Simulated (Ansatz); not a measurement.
## Work and stress of cleavage in Ti

Theory: Ansatz 0.2.0, DFT PBEsol, scalar-relativistic, plane waves, PAW. Settings: plane waves to 420 eV, k-mesh 23×23×5 (Γ-centred), Gaussian smearing 0.15 eV. No spin polarisation. Energies are free energies at this smearing, counted from the undisturbed cell; pressure is positive in compression.

Reference structure (relaxed at this level; with this scan's settings it stands at 0.1 GPa; this fcc form isn't the usual structure):

```
CELL_PARAMETERS angstrom
2.02792 -2.02792 0.00000
2.02792 0.00000 -2.02792
8.11168 8.11168 8.11168
ATOMIC_POSITIONS crystal
Ti 0.66667 0.66667 0.08332
Ti 0.00000 0.00000 0.91665
Ti 0.33333 0.33333 0.24998
Ti 0.66667 0.66667 0.58332
Ti 0.00000 0.00000 0.41665
Ti 0.33333 0.33333 0.74998
```

The cut lies on the cell's a–b face, a (1 1 1) plane (indices in the standard cell, whose axes needn't be the Cartesian ones shown) of area 7.12 Å², between layers 2.34 Å apart. Vector c is lengthened by d along the normal with the atoms' Cartesian places fixed: one unrelaxed cut a cell. The traction is positive where the two halves pull on each other.

| d (Å) | energy (J/m²) | traction (GPa) |
| --- | --- | --- |
| -0.30 | 0.40 | -30.9 |
| -0.15 | 0.08 | -12.0 |
| 0.00 | 0.00 | -0.1 |
| 0.25 | 0.15 | 11.5 |
| 0.50 | 0.54 | 18.5 |
| 0.75 | 1.04 | 21.4 |
| 1.00 | 1.58 | 21.5 |
| 1.50 | 2.55 | 16.7 |
| 2.00 | 3.24 | 10.9 |
| 3.00 | 3.93 | 3.9 |
| 4.50 | 4.20 | 0.5 |
| 6.00 | 4.23 | 0.0 |

Q: What are the work of separation and the cleavage stress, and do they fit the universal binding curve?

A: The energy levels off near W ≈ 4.23 J/m² (the traction is down to 0.0 GPa), the energy of the two unrelaxed faces, 2.11 J/m² each on average. The largest sampled traction is 21.5 GPa at d = 1.00 Å, and a parabola through it and its two neighbours peaks at σ_max ≈ 21.6 GPa, d ≈ 0.88 Å. The curve E = W[1 − (1 + d/ℓ)exp(−d/ℓ)] peaks in traction at d = ℓ with σ_max = W/(eℓ); with 1 J/m² per Å = 10 GPa this W and σ_max give ℓ = 0.72 Å. A parabola through that curve at the same three d peaks at 0.52 Å, against 0.88 Å here, so the traction peaks further out than on that curve. Real crystals break at far lower stress, because cracks concentrate it, and on the plane of lowest W, which needn't be this one.

The cut is rigid; relaxing the faces lowers these energies and usually the stresses.

In a metal these slopes depend on the k mesh and the smearing.